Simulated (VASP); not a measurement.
# ZnSe (Stilleite): how numerical settings change the zone-centre modes

How far do the zone-centre frequencies of ZnSe (Stilleite) depend on the numerical settings? The starting structure is a measured crystal structure from the Crystallography Open Database.

Program: VASP 6.6.1. Level of theory: Kohn-Sham DFT with plane waves and PAW; LDA. Results are calculated unless marked as measured.

## 1. Set-up

It takes space group F-43m (No. 216, cubic). The conventional cell has a = 5.668 Å, b = 5.668 Å, c = 5.668 Å, α = 90.00°, β = 90.00°, γ = 90.00°. Nearest to Se lie 4 Zn at 2.45 Å. Nearest to Zn lie 4 Se at 2.45 Å. Farther neighbours and most contacts between anions are not listed.

## 2. Reference modes

The cell comes from a relaxation at this level, not shown (43.30 Å³).

File INCAR:

```
SYSTEM = ZnSe
PREC = Accurate
ENCUT = 450
EDIFF = 1E-08
NELM = 100
ISMEAR = 0
SIGMA = 0.03
LREAL = .FALSE.
ALGO = Normal
GGA = CA
NBANDS = 15
LORBIT = 11
LWAVE = .FALSE.
LCHARG = .FALSE.
KPAR = 8
IBRION = 8
LEPSILON = .TRUE.
LPEAD = .TRUE.
ISIF = 2
```

File POSCAR:

```
ZnSe
1.0
    0.0000000000      2.7871508801      2.7871508801
    2.7871508801      0.0000000000      2.7871508801
    2.7871508801      2.7871508801      0.0000000000
Se Zn
1 1
Direct
    0.7500000000      0.7500000000      0.7500000000
    0.0000000000      0.0000000000      0.0000000000
```

File KPOINTS:

```
Automatic mesh
0
Gamma
10 10 10
0 0 0
```

Potentials, in the order of the species: Se and Zn (LDA family, release 64).

On the command line:

```sh
$ mpirun -np 8 vasp_std
```

Output:

```text
[banner, memory and clock lines left out]
running    8 mpi-ranks, on    1 nodes
 distrk:  each k-point on    1 cores,    8 groups
 distr:  one band on    1 cores,    1 groups

 POSCAR found type information on POSCAR SeZn
 POSCAR found :  2 types and       2 ions
|                                                                             |
|           W    W    AA    RRRRR   N    N  II  N    N   GGGG   !!!           |
|           W    W   A  A   R    R  NN   N  II  NN   N  G    G  !!!           |
|           W    W  A    A  R    R  N N  N  II  N N  N  G       !!!           |
|           W WW W  AAAAAA  RRRRR   N  N N  II  N  N N  G  GGG   !            |
|           WW  WW  A    A  R   R   N   NN  II  N   NN  G    G                |
|           W    W  A    A  R    R  N    N  II  N    N   GGGG   !!!           |
|                                                                             |
|     For optimal performance we recommend to set                             |
|       NCORE = 2 up to number-of-cores-per-socket                            |
|     NCORE specifies how many cores store one orbital (NPAR=cpu/NCORE).      |
|     This setting can greatly improve the performance of VASP for DFT.       |
|     The default, NCORE=1 might be grossly inefficient on modern             |
|     multi-core architectures or massively parallel machines. Do your        |
|     Unfortunately you need to use the default for GW and RPA                |
|     calculations (for HF NCORE is supported but not extensively tested      |
|     yet).                                                                   |
|                                                                             |

 LDA part: xc-table for (Slater(with rela. corr.)+CA(PZ))
 , standard interpolation
 POSCAR, INCAR and KPOINTS ok, starting setup
 FFT: planning ... GRIDC
 FFT: planning ... GRID_SOFT
 FFT: planning ... GRID
 WAVECAR not read
 entering main loop
       N       E                     dE             d eps       ncg     rms          rms(c)
DAV:   1     0.814905446759E+02    0.81491E+02   -0.82404E+03  1410   0.125E+03
DAV:   2    -0.257341580685E+01   -0.84064E+02   -0.79968E+02  1571   0.247E+02
DAV:   3    -0.764096441408E+01   -0.50675E+01   -0.50442E+01  1718   0.616E+01
DAV:   4    -0.768353926561E+01   -0.42575E-01   -0.42570E-01  1662   0.606E+00
DAV:   5    -0.768375509420E+01   -0.21583E-03   -0.21583E-03  1837   0.393E-01    0.525E+00
DAV:   6    -0.740356305136E+01    0.28019E+00   -0.59389E-01  2021   0.272E+01    0.397E+00
DAV:   7    -0.737736612609E+01    0.26197E-01   -0.16327E-01  1641   0.411E+00    0.164E+00
DAV:   8    -0.737294147671E+01    0.44246E-02   -0.35913E-03  2121   0.843E-01    0.425E-01
DAV:   9    -0.737238264829E+01    0.55883E-03   -0.95968E-04  1648   0.260E-01    0.589E-02
DAV:  10    -0.737240010277E+01   -0.17454E-04   -0.11765E-04  1800   0.117E-01    0.182E-02
DAV:  11    -0.737239311532E+01    0.69875E-05   -0.15432E-05  2108   0.647E-02    0.448E-03
DAV:  12    -0.737239316413E+01   -0.48811E-07   -0.25154E-06  1690   0.117E-02    0.118E-03
DAV:  13    -0.737239318737E+01   -0.23246E-07   -0.86123E-08  1627   0.253E-03    0.500E-04
DAV:  14    -0.737239318809E+01   -0.71805E-09   -0.68210E-10  1027   0.420E-04
   1 F= -.73723932E+01 E0= -.73723932E+01  d E =-.286566E-17
 Linear response reoptimize wavefunctions to high precision
DAV:   1    -0.737239318724E+01    0.84901E-09   -0.14423E-09  1300   0.721E-04
DAV:   2    -0.737239318728E+01   -0.39790E-10   -0.45670E-10   880   0.154E-04
 Linear response to external field (no local field effect), progress :
  Direction:   1
       N       E                     dE             d eps       ncg     rms          rms(c)
RMM:   1    -0.895523135334E+00   -0.89552E+00   -0.36775E+00  1146   0.381E+00
RMM:   2    -0.956763202296E+00   -0.61240E-01   -0.15121E-02  1263   0.720E-01
RMM:   3    -0.957054106207E+00   -0.29090E-03   -0.57656E-04  1256   0.117E-01
RMM:   4    -0.957055293010E+00   -0.11868E-05   -0.43671E-05  1275   0.244E-02
RMM:   5    -0.957055165108E+00    0.12790E-06   -0.36326E-06  1272   0.681E-03
RMM:   6    -0.957055126508E+00    0.38600E-07   -0.30199E-07   865   0.177E-03
RMM:   7    -0.957055119929E+00    0.65798E-08   -0.31661E-08   363   0.573E-04
 change of polarisation eV/A/(eV/A) component  1 :     1.914     0.936     0.230
 dielectric tensor                  component  1 :     8.999     3.913     0.962
 Linear response to external field (no local field effect), progress :
  Direction:   2
       N       E                     dE             d eps       ncg     rms          rms(c)
RMM:   1    -0.963107208158E+00   -0.96311E+00   -0.40099E+00  1153   0.382E+00
RMM:   2    -0.102705445078E+01   -0.63947E-01   -0.16051E-02  1265   0.727E-01
RMM:   3    -0.102729428498E+01   -0.23983E-03   -0.56933E-04  1254   0.123E-01
RMM:   4    -0.102729372475E+01    0.56023E-06   -0.48268E-05  1277   0.265E-02
RMM:   5    -0.102729355661E+01    0.16814E-06   -0.42370E-06  1269   0.771E-03
RMM:   6    -0.102729350670E+01    0.49908E-07   -0.51382E-07   836   0.215E-03
RMM:   7    -0.102729349555E+01    0.11150E-07   -0.66163E-08   368   0.707E-04
RMM:   8    -0.102729349555E+01    0.18789E-11    0.44412E-09   289   0.229E-04
 change of polarisation eV/A/(eV/A) component  2 :     0.936     2.055    -0.332
[...]
RMM:   3    -0.786322662668E+00    0.39293E-01   -0.27119E-02  8968   0.855E-01    0.736E-01
RMM:   4    -0.798975163116E+00   -0.12653E-01   -0.25847E-02 10774   0.853E-01    0.141E-01
RMM:   5    -0.807014551346E+00   -0.80394E-02   -0.67066E-04  8728   0.160E-01    0.283E-02
RMM:   6    -0.807489567300E+00   -0.47502E-03   -0.52698E-05  9203   0.388E-02    0.141E-02
RMM:   7    -0.807792111516E+00   -0.30254E-03   -0.43010E-06  9149   0.110E-02    0.104E-03
RMM:   8    -0.807808051277E+00   -0.15940E-04   -0.10712E-06  9233   0.210E-03    0.778E-04
RMM:   9    -0.807808203691E+00   -0.15241E-06   -0.43059E-07  9192   0.791E-04    0.737E-05
RMM:  10    -0.807808323406E+00   -0.11971E-06   -0.39146E-07  8241   0.245E-04    0.491E-05
RMM:  11    -0.807808099943E+00    0.22346E-06   -0.79622E-08  6993   0.124E-04    0.724E-06
 change of polarisation eV/A/(eV/A) component  1 :     1.527     0.366     0.205
 dielectric tensor                  component  1 :     7.382     1.531     0.855
 Linear response to external field, progress :
  Direction:   2
       N       E                     dE             d eps       ncg     rms          rms(c)
RMM:   1    -0.769406937712E+00   -0.76941E+00   -0.31065E+00  4119   0.362E+00
RMM:   2    -0.825621627635E+00   -0.56215E-01   -0.14086E-02  4596   0.690E-01    0.138E+00
RMM:   3    -0.786323469499E+00    0.39298E-01   -0.27028E-02  8966   0.855E-01    0.736E-01
RMM:   4    -0.798973175217E+00   -0.12650E-01   -0.25746E-02 10771   0.853E-01    0.141E-01
RMM:   5    -0.807009980929E+00   -0.80368E-02   -0.64078E-04  8722   0.160E-01    0.283E-02
RMM:   6    -0.807489952962E+00   -0.47997E-03   -0.40288E-05  9195   0.390E-02    0.142E-02
RMM:   7    -0.807791717920E+00   -0.30176E-03   -0.55435E-07  9135   0.111E-02    0.104E-03
RMM:   8    -0.807809868955E+00   -0.18151E-04   -0.23030E-07  9223   0.211E-03    0.778E-04
RMM:   9    -0.807808335613E+00    0.15333E-05   -0.16844E-07  9186   0.793E-04    0.750E-05
RMM:  10    -0.807809433843E+00   -0.10982E-05   -0.26983E-07  8250   0.246E-04    0.485E-05
RMM:  11    -0.807809168393E+00    0.26545E-06   -0.78917E-08  6983   0.125E-04    0.753E-06
 change of polarisation eV/A/(eV/A) component  2 :     0.333     1.527     0.172
 dielectric tensor                  component  2 :     1.394     7.382     0.720
 Linear response to external field, progress :
  Direction:   3
       N       E                     dE             d eps       ncg     rms          rms(c)
RMM:   1    -0.769408230650E+00   -0.76941E+00   -0.31065E+00  4119   0.362E+00
RMM:   2    -0.825608171345E+00   -0.56200E-01   -0.14038E-02  4596   0.690E-01    0.138E+00
RMM:   3    -0.786321420513E+00    0.39287E-01   -0.27143E-02  8966   0.855E-01    0.736E-01
RMM:   4    -0.798966520627E+00   -0.12645E-01   -0.25782E-02 10770   0.853E-01    0.141E-01
RMM:   5    -0.807014974051E+00   -0.80485E-02   -0.64429E-04  8723   0.160E-01    0.283E-02
RMM:   6    -0.807487948161E+00   -0.47297E-03   -0.42505E-05  9197   0.387E-02    0.141E-02
RMM:   7    -0.807791573352E+00   -0.30363E-03   -0.98412E-07  9143   0.110E-02    0.104E-03
RMM:   8    -0.807807784096E+00   -0.16211E-04   -0.24572E-07  9232   0.210E-03    0.776E-04
RMM:   9    -0.807809532771E+00   -0.17487E-05   -0.17486E-07  9186   0.790E-04    0.742E-05
RMM:  10    -0.807809251563E+00    0.28121E-06   -0.24502E-07  8251   0.245E-04    0.490E-05
RMM:  11    -0.807808852792E+00    0.39877E-06   -0.57899E-08  6964   0.124E-04    0.730E-06
 change of polarisation eV/A/(eV/A) component  3 :     0.270     0.301     1.527
 dielectric tensor                  component  3 :     1.128     1.258     7.382
 Linear response DOF=           2
 Linear response progress:
  Degree of freedom:   1/  2
       N       E                     dE             d eps       ncg     rms          rms(c)
RMM:   1    -0.824779798866E-01   -0.82478E-01    0.10519E-01 12304   0.176E+00
RMM:   2    -0.819006322205E-01    0.57735E-03   -0.32415E-03  8130   0.501E-01    0.121E-01
RMM:   3    -0.820676608935E-01   -0.16703E-03   -0.17433E-04  9001   0.103E-01    0.663E-02
RMM:   4    -0.823558803035E-01   -0.28822E-03   -0.51074E-05  9126   0.451E-02    0.818E-03
RMM:   5    -0.823608784660E-01   -0.49982E-05   -0.34437E-06  9191   0.874E-03    0.391E-03
RMM:   6    -0.823519485817E-01    0.89299E-05   -0.48693E-07  9130   0.228E-03    0.167E-03
RMM:   7    -0.823478110151E-01    0.41376E-05    0.59181E-09  9212   0.888E-04    0.316E-04
RMM:   8    -0.823497804289E-01   -0.19694E-05   -0.10846E-08  9492   0.316E-04    0.435E-05
RMM:   9    -0.823499356497E-01   -0.15522E-06   -0.83745E-09  9511   0.128E-04    0.122E-05
RMM:  10    -0.823498567133E-01    0.78936E-07   -0.62207E-10  9636   0.648E-05    0.409E-06
RMM:  11    -0.823498696818E-01   -0.12968E-07   -0.33779E-09  8666   0.517E-05    0.198E-06
RMM:  12    -0.823498357103E-01    0.33971E-07   -0.54202E-09  5705   0.475E-05    0.223E-07
RMM:  13    -0.823498492302E-01   -0.13520E-07    0.74890E-09  4184   0.464E-05    0.877E-08
 first order change of Fermi-energy   0.31769E-03
 force on displaced ion       1 direction 1 :  -6.291  -0.000  -0.000
 Born effective charge ion    1 direction 1 :  -1.973   0.000   0.000
 Linear response progress:
  Degree of freedom:   2/  2
       N       E                     dE             d eps       ncg     rms          rms(c)
RMM:   1    -0.212879056583E+00   -0.21288E+00   -0.88822E-03  7185   0.206E+00
RMM:   2    -0.211072371868E+00    0.18067E-02   -0.24980E-03  8176   0.383E-01    0.893E-02
RMM:   3    -0.210835429694E+00    0.23694E-03   -0.41153E-05  9206   0.473E-02    0.536E-02
RMM:   4    -0.210544904948E+00    0.29052E-03   -0.18224E-05  9554   0.284E-02    0.275E-03
RMM:   5    -0.210563050863E+00   -0.18146E-04   -0.11171E-06  9811   0.550E-03    0.713E-04
RMM:   6    -0.210560843147E+00    0.22077E-05    0.17850E-07  9978   0.107E-03    0.330E-04
RMM:   7    -0.210560536169E+00    0.30698E-06    0.29357E-08  9816   0.376E-04    0.363E-05
RMM:   8    -0.210560209573E+00    0.32660E-06    0.61207E-08  9854   0.172E-04    0.113E-05
RMM:   9    -0.210560256073E+00   -0.46500E-07    0.34170E-10 10187   0.108E-04    0.439E-06
RMM:  10    -0.210560253593E+00    0.24804E-08    0.93821E-09  9212   0.866E-05    0.186E-06
 first order change of Fermi-energy  -0.47270E-04
 force on displaced ion       2 direction 1 :  -6.247  -0.000  -0.000
 Born effective charge ion    2 direction 1 :   1.971   0.000   0.000
 Born effective charges drift removed
 Linear response finished
```

Wall time 2.1 min (8 MPI ranks of AMD EPYC 7R43, shared host); peak memory 3 GiB; 16 min of CPU time.

The logs omit lines about the potential files and the build; timing stands in the text.

Parts of OUTCAR (step 2):

```text
ion  position               nearest neighbor table
   1  0.750  0.750  0.750-   2 2.41   2 2.41   2 2.41   2 2.41
   2  0.000  0.000  0.000-   1 2.41   1 2.41   1 2.41   1 2.41

  LATTYP: Found a face centered cubic cell.
 ALAT       =     5.5743017602

 Subroutine GETGRP returns: Found 24 space group operations
 (whereof 24 operations were pure point group operations)

The static configuration has the point symmetry T_d .

 Found     47 irreducible k-points:

   k-points           NKPTS =     47   k-points in BZ     NKDIM =     47   number of bands    NBANDS=     15

   dimension x,y,z NGX =    28 NGY =   28 NGZ =   28
   dimension x,y,z NGXF=    56 NGYF=   56 NGZF=   56

   ENCUT  =  450.0 eV  33.07 Ry    5.75 a.u.   6.82  6.82  6.82*2*pi/ulx,y,z

   NELECT =      18.0000    total number of electrons

 k-points in reciprocal lattice and weights: Automatic mesh
   0.00000000  0.00000000  0.00000000       0.001
   0.10000000  0.00000000  0.00000000       0.008
   0.20000000  0.00000000  0.00000000       0.008
   0.30000000  0.00000000  0.00000000       0.008
   0.40000000  0.00000000  0.00000000       0.008
   0.50000000  0.00000000  0.00000000       0.004
   0.10000000  0.10000000  0.00000000       0.006
   0.20000000  0.10000000  0.00000000       0.024
   0.30000000  0.10000000  0.00000000       0.024
[...]
-0.30000000  0.40000000  0.20000000       0.024
  -0.30000000  0.50000000  0.20000000       0.012

 average (electrostatic) potential at core
       1 -61.8339       2 -37.8816

  Total        0.0051089      0.0051089      0.0051089     -0.0000000      0.0000000      0.0000000
  in kB        0.1890266      0.1890266      0.1890266     -0.0000000      0.0000000      0.0000000
  external PRESSURE =       0.1890266 kB  Pullay stress =       0.0000000 kB

  energy-cutoff  :      450.00
  volume of cell :       43.30
      direct lattice vectors                 reciprocal lattice vectors
     0.000000000  2.787150880  2.787150880    -0.179394666  0.179394666  0.179394666
     2.787150880  0.000000000  2.787150880     0.179394666 -0.179394666  0.179394666
     2.787150880  2.787150880  0.000000000     0.179394666  0.179394666 -0.179394666

 POSITION                                       TOTAL-FORCE (eV/Angst)
 -----------------------------------------------------------------------------------
      4.18073      4.18073      4.18073         0.000000      0.000000     -0.000000
      0.00000      0.00000      0.00000        -0.000000     -0.000000      0.000000
 -----------------------------------------------------------------------------------
    total drift:                               -0.000001     -0.000001     -0.000001

 MACROSCOPIC STATIC DIELECTRIC TENSOR (including local field effects in DFT)
 ------------------------------------------------------
           7.381855     0.000000     0.000000
          -0.000000     7.381855     0.000000
           0.000000     0.000000     7.381855
 ------------------------------------------------------

 PIEZOELECTRIC TENSOR (including local field effects)  for field in x, y, z        (C/m^2)
          XX          YY          ZZ          XY          YZ          ZX
  --------------------------------------------------------------------------------
  x     0.00000     0.00000     0.00000     0.00000     0.68475     0.00000
  y    -0.00000     0.00000     0.00000     0.00000     0.00000     0.68475
  z     0.00000    -0.00000     0.00000     0.68475     0.00000     0.00000

 BORN EFFECTIVE CHARGES (including local field effects) (in |e|, cummulative output)
 ---------------------------------------------------------------------------------
 ion    1
    1    -1.97264     0.00000    -0.00000
    2    -0.00000    -1.97264     0.00000
    3     0.00000     0.00000    -1.97264
 ion    2
    1     1.97264     0.00000     0.00000
    2     0.00000     1.97264    -0.00000
    3     0.00000     0.00000     1.97264

 Eigenvectors and eigenvalues of the dynamical matrix
 ----------------------------------------------------

   1 f  =    6.543921 THz    41.116666 2PiTHz  218.281695 cm-1    27.063469 meV
             X         Y         Z           dx          dy          dz
      4.180726  4.180726  4.180726    -0.005919    0.149408   -0.657553
      0.000000  0.000000  0.000000     0.006482   -0.163606    0.720040

   2 f  =    6.543921 THz    41.116666 2PiTHz  218.281695 cm-1    27.063469 meV
             X         Y         Z           dx          dy          dz
      4.180726  4.180726  4.180726    -0.612643    0.273537    0.067668
      0.000000  0.000000  0.000000     0.670863   -0.299532   -0.074098

   3 f  =    6.543921 THz    41.116666 2PiTHz  218.281695 cm-1    27.063469 meV
             X         Y         Z           dx          dy          dz
      4.180726  4.180726  4.180726     0.281721    0.597987    0.133338
      0.000000  0.000000  0.000000    -0.308493   -0.654813   -0.146009

   4 f/i=    0.011418 THz     0.071742 2PiTHz    0.380869 cm-1     0.047222 meV
             X         Y         Z           dx          dy          dz
      4.180726  4.180726  4.180726    -0.602153   -0.298749   -0.305658
      0.000000  0.000000  0.000000    -0.549897   -0.272823   -0.279132

   5 f/i=    0.011418 THz     0.071742 2PiTHz    0.380869 cm-1     0.047222 meV
             X         Y         Z           dx          dy          dz
      4.180726  4.180726  4.180726     0.334234    0.000000   -0.658448
      0.000000  0.000000  0.000000     0.305228    0.000000   -0.601307

   6 f/i=    0.011418 THz     0.071742 2PiTHz    0.380869 cm-1     0.047222 meV
             X         Y         Z           dx          dy          dz
      4.180726  4.180726  4.180726     0.266394   -0.675289    0.135223
      0.000000  0.000000  0.000000     0.243275   -0.616686    0.123488

 MACROSCOPIC STATIC DIELECTRIC TENSOR IONIC CONTRIBUTION
 ------------------------------------------------------
           2.593761     0.000000    -0.000000
           0.000000     2.593761    -0.000000
          -0.000000    -0.000000     2.593761
 ------------------------------------------------------

 ELASTIC MODULI CONTR FROM IONIC RELAXATION (kBar)
 Direction    XX          YY          ZZ          XY          YZ          ZX
 --------------------------------------------------------------------------------
 XX          -0.0000      0.0000      0.0000     -0.0000      0.0000      0.0000
 YY           0.0000     -0.0000     -0.0000     -0.0000     -0.0000      0.0000
 ZZ           0.0000     -0.0000     -0.0000      0.0000     -0.0000      0.0000
 XY          -0.0000     -0.0000      0.0000   -223.0666      0.0000      0.0000
 YZ           0.0000     -0.0000     -0.0000      0.0000   -223.0666     -0.0000
 ZX           0.0000      0.0000      0.0000      0.0000     -0.0000   -223.0666
 --------------------------------------------------------------------------------

 PIEZOELECTRIC TENSOR IONIC CONTR  for field in x, y, z        (C/m^2)
          XX          YY          ZZ          XY          YZ          ZX
  --------------------------------------------------------------------------------
  x     0.00000    -0.00000    -0.00000     0.00000    -0.71574    -0.00000
  y     0.00000     0.00000     0.00000     0.00000    -0.00000    -0.71574
  z    -0.00000    -0.00000     0.00000    -0.71574     0.00000     0.00000
```

Energies printed during the response cycles are not total energies of the cell.

Reference: the zone-centre mode is T2 218.3 cm⁻¹.

(Continued in part 2 of 2.)

[Lines on the potential files, build, host, timing and source positions are cut from VASP's logs without a mark.]

[Logs are printed without paths, hosts, clocks, repeated set-up lines and the standing remarks that a program may print on its own settings, such as how far it seeks lower states.]

[Hosts, paths, dates, database ids (printed as entryN), source tags and the programs' standing remarks are cut or masked in the printed files.]
